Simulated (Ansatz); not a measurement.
**BAs (F-43m)**

Level of theory: DFT PBE, scalar-relativistic, plane waves, PAW (Ansatz).

Plane waves to 420 eV, a k mesh through Γ of 10×10×10 on the computed 2-atom cell and Gaussian smearing (0.02 eV); no spin polarisation.

The structure is relaxed at this level of theory with its symmetry kept.

```
B As
1.0
     0.00000    2.40441    2.40441
     2.40441    0.00000    2.40441
     2.40441    2.40441    0.00000
B As
1 1
Direct
  0.00000 0.00000 0.00000
  0.25000 0.25000 0.25000
```

```
Space group                                                       : F-43m (No. 216)
Volume per atom                                                   : 13.90 Å³
Formation energy from the elements' standard states (uncorrected) : -0.027 eV/atom
Kohn–Sham band gap                                                : 1.20 eV
Löwdin character of the top 1 eV of the valence band              : B 2p 52 %, As 4p 45 %
Löwdin character of the lowest 1 eV of the conduction band        : B 2p 34 %, As 4p 22 %, B 2s 19 %, As 4s 12 %, unprojected 12 %
Bader charges (e)                                                 : B (1 in the cell) 0.12, As (1 in the cell) -0.12
```